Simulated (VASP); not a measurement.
# InAs (F-43m) in VASP: further runs, part 2 of 2

VASP 6.6.1. The steps go on from the part before.

**3. Electric field gradients, PBEsol**

Input file INCAR:

```
  ALGO = Normal
  EDIFF = 1E-8
  ENCUT = 520
  GGA = PS
  ISIF = 2
  ISMEAR = -1
  LASPH = T
  LCHARG = F
  LEFG = T
  LREAL = F
  LWAVE = F
  NBANDS = 16
  NELM = 100
  PREC = Accurate
  SIGMA = 0.08
```

Input file KPOINTS:

```
k-points
0
Gamma
  10 10 10
```

Input file POSCAR:

```
InAs
1.0
    0.0000000000      3.0240000000      3.0240000000
    3.0240000000      0.0000000000      3.0240000000
    3.0240000000      3.0240000000      0.0000000000
In As
1 1
Direct
    0.0000000000      0.0000000000      0.0000000000
    0.7500000000      0.7500000000      0.7500000000
```

Potentials or basis: VASP PAW PBE potentials, release 64 (In_d, As).

Started as:

```console
cat potpaw_PBE.64/In_d/POTCAR potpaw_PBE.64/As/POTCAR > POTCAR
mpirun -np 1 vasp_std > vasp.out
```

OUTCAR:

```text
EDIFF = 1E-8
   ENCUT = 520
   GGA = PS
   ISIF = 2
   ISMEAR = -1
   LASPH = T
   LREAL = F
   NELM = 100
   PREC = Accurate

 ion  position               nearest neighbor table
   1  0.000  0.000  0.000-   2 2.62   2 2.62   2 2.62   2 2.62
   2  0.750  0.750  0.750-   1 2.62   1 2.62   1 2.62   1 2.62

  LATTYP: Found a face centered cubic cell.
 ALAT       =     6.0480000000

  Lattice vectors:

 A1 = (   0.0000000000,   3.0240000000,   3.0240000000)
 A2 = (   3.0240000000,   0.0000000000,   3.0240000000)
 A3 = (   3.0240000000,   3.0240000000,   0.0000000000)

Analysis of symmetry for initial positions (statically):
=====================================================================
 Subroutine PRICEL returns:
 Original cell was already a primitive cell.

 Routine SETGRP: Setting up the symmetry group for a
 face centered cubic supercell.

 Subroutine GETGRP returns: Found 24 space group operations
 (whereof 24 operations were pure point group operations)
 out of a pool of 48 trial point group operations.

The static configuration has the point symmetry T_d .

Analysis of symmetry for dynamics (positions and initial velocities):
=====================================================================
 Subroutine PRICEL returns:
 Original cell was already a primitive cell.

 Routine SETGRP: Setting up the symmetry group for a
 face centered cubic supercell.

 Subroutine GETGRP returns: Found 24 space group operations
 (whereof 24 operations were pure point group operations)
 out of a pool of 48 trial point group operations.

The dynamic configuration has the point symmetry T_d .

[... 148 lines left out ...]
 cond. band min:       5.2410133559   @ k =   0.5000   0.0000   0.0000
 fundamental gap:      0.8729798539
 Fermi energy:         4.5331686633

 k-point     1 :       0.0000    0.0000    0.0000
  band No.  band energies     occupation
      1      -9.9636      2.00000
      2      -9.9636      2.00000
      3      -9.9636      2.00000
      4      -9.8358      2.00000
      5      -9.8358      2.00000
      6      -7.5192      2.00000
[... 433 lines left out ...]
      3      -9.9003      2.00000
      4      -9.8631      2.00000
      5      -9.8184      2.00000
      6      -6.0495      2.00000
[... 8 lines left out ...]
     15      15.4293      0.00000
     16      16.3300      0.00000

 [... further k-points ...]
[... 5 lines left out ...]
  --------------------------------------------------------------------------------------
  -------------------------------------------------------------------------------------
  Total        0.4229895      0.4229895      0.4229895     -0.0000000     -0.0000000      0.0000000
  in kB       12.2536305     12.2536305     12.2536305     -0.0000000     -0.0000000      0.0000000
  external PRESSURE =      12.2536305 kB  Pullay stress =       0.0000000 kB

 VOLUME and BASIS-vectors are now :
 -----------------------------------------------------------------------------
  energy-cutoff  :      520.00
  volume of cell :       55.31
      direct lattice vectors                 reciprocal lattice vectors
     0.000000000  3.024000000  3.024000000    -0.165343915  0.165343915  0.165343915
     3.024000000  0.000000000  3.024000000     0.165343915 -0.165343915  0.165343915
     3.024000000  3.024000000  0.000000000     0.165343915  0.165343915 -0.165343915

 POSITION                                       TOTAL-FORCE (eV/Angst)
 -----------------------------------------------------------------------------------
      0.00000      0.00000      0.00000         0.000000     -0.000000      0.000000
      4.53600      4.53600      4.53600        -0.000000      0.000000     -0.000000
 -----------------------------------------------------------------------------------
    total drift:                                0.000000      0.000000      0.000000

  FREE ENERGIE OF THE ION-ELECTRON SYSTEM (eV)
  ---------------------------------------------------
  free  energy   TOTEN  =        -8.4857003656 eV

  energy  without entropy=       -8.4849911568  energy(sigma->0) =       -8.48534576

 Electric field gradients (V/A^2)
---------------------------------------------------------------------
 ion       V_xx      V_yy      V_zz      V_xy      V_xz      V_yz
---------------------------------------------------------------------
   1      -0.000    -0.000     0.000    -0.000    -0.000    -0.000
   2       0.000    -0.000    -0.000     0.000     0.000     0.000
---------------------------------------------------------------------

 Electric field gradients after diagonalization (V/A^2)
 (convention: |V_zz| > |V_xx| > |V_yy|)
----------------------------------------------------------------------
 ion       V_xx      V_yy      V_zz     asymmetry (V_yy - V_xx)/ V_zz
----------------------------------------------------------------------
   1       0.000     0.000    -0.001       0.000
   2      -0.000    -0.000     0.000       0.000
----------------------------------------------------------------------

           NMR quadrupolar parameters

 Cq : quadrupolar parameter    Cq=e*Q*V_zz/h
 eta: asymmetry parameters     (V_yy - V_xx)/ V_zz
 Q  : nuclear electric quadrupole moment in mb (millibarn)
----------------------------------------------------------------------
 ion       Cq(MHz)       eta       Q (mb)
----------------------------------------------------------------------
   1      -0.000       0.000       1.000
   2       0.000       0.000       1.000
----------------------------------------------------------------------
```

OSZICAR:

```text
N       E                     dE             d eps       ncg     rms          rms(c)
DAV:   1     0.111577332747E+03    0.11158E+03   -0.82853E+03  1528   0.122E+03
DAV:   2    -0.137026159433E+01   -0.11295E+03   -0.10802E+03  1712   0.300E+02
DAV:   3    -0.858917540955E+01   -0.72189E+01   -0.71847E+01  1888   0.733E+01
DAV:   4    -0.877629688059E+01   -0.18712E+00   -0.18707E+00  2000   0.129E+01
DAV:   5    -0.878366455676E+01   -0.73677E-02   -0.73676E-02  2152   0.211E+00    0.447E+00
DAV:   6    -0.851929870719E+01    0.26437E+00   -0.38368E-01  2360   0.114E+01    0.246E+00
DAV:   7    -0.848692920699E+01    0.32370E-01   -0.10693E-01  2136   0.326E+00    0.683E-01
DAV:   8    -0.848538144911E+01    0.15478E-02   -0.13096E-02  1928   0.129E+00    0.208E-01
DAV:   9    -0.848561011704E+01   -0.22867E-03   -0.88448E-04  1888   0.255E-01    0.115E-01
DAV:  10    -0.848568229606E+01   -0.72179E-04   -0.12999E-04  2232   0.168E-01    0.684E-02
DAV:  11    -0.848570059824E+01   -0.18302E-04   -0.49236E-05  1752   0.100E-01    0.464E-02
DAV:  12    -0.848570031922E+01    0.27902E-06   -0.49022E-06  1824   0.234E-02    0.717E-03
DAV:  13    -0.848570039695E+01   -0.77731E-07   -0.11117E-06  1968   0.532E-03    0.301E-03
DAV:  14    -0.848570030292E+01    0.94029E-07   -0.64294E-08  1904   0.260E-03    0.130E-03
DAV:  15    -0.848570034467E+01   -0.41754E-07   -0.22898E-09  1368   0.573E-04    0.479E-04
DAV:  16    -0.848570036158E+01   -0.16907E-07   -0.10298E-09  1008   0.240E-04    0.111E-04
DAV:  17    -0.848570036562E+01   -0.40372E-08   -0.61528E-10   904   0.151E-04
   1 F= -.84857004E+01 E0= -.84853458E+01  d E =-.709209E-03
```

It took 77 s on 1 thread of Intel Xeon 8259CL, shared host; peak memory 0.2 GiB.

Results:

```yaml
Free_energy: -8.4857 eV
Pressure: 1.2 GPa
Band_gap_on_the_k_mesh: zero (filled and empty bands touch)
```

Levels at points of the mesh, in eV from the Fermi level:
| k point | band 5 | band 6 | band 7 | band 8 | band 9 | band 10 | band 11 | band 12 | band 13 | band 14 |
| --- | --- | --- | --- | --- | --- | --- | --- | --- | --- | --- |
| (0.00, 0.00, 0.00) | -14.37 | -12.05 | -0.45 | -0.17 | -0.17 | -0.17 | 3.69 | 3.69 | 3.69 | 7.16 |
| (0.50, 0.00, 0.00) | -14.36 | -10.57 | -5.98 | -1.16 | -1.16 | 0.71 | 4.46 | 4.46 | 6.55 | 8.74 |
| (0.50, 0.50, 0.00) | -14.35 | -10.02 | -6.05 | -2.51 | -2.51 | 1.28 | 1.81 | 8.91 | 9.05 | 9.05 |

Caveat: without QUAD_EFG the Cq values of the log hold for a quadrupole moment of 1 mb, not for the nuclei; the PAW data sets were made with another functional, which shifts forces and pressure a little; spin-orbit coupling is left out, which moves the levels of the heavy elements.

**4. How close it comes**

Step 2. A measured gap of InAs is 0.418 eV (direct; 4.2 K; a printed reference work, data compilation); the calculated 0.00 eV misses it by -0.42 eV. Spin-orbit coupling on As, In is left out. The value is that of LDA on a finite k mesh, which can miss the band edges, without temperature or zero-point motion. Semilocal functionals fall short of measured gaps as a rule.

Step 3. A measured gap of InAs is 0.418 eV (direct; 4.2 K; a printed reference work, data compilation); the calculated 0.00 eV misses it by -0.42 eV. Spin-orbit coupling on As, In is left out. The value is that of PBEsol on a finite k mesh, which can miss the band edges, without temperature or zero-point motion. Semilocal functionals fall short of measured gaps as a rule.
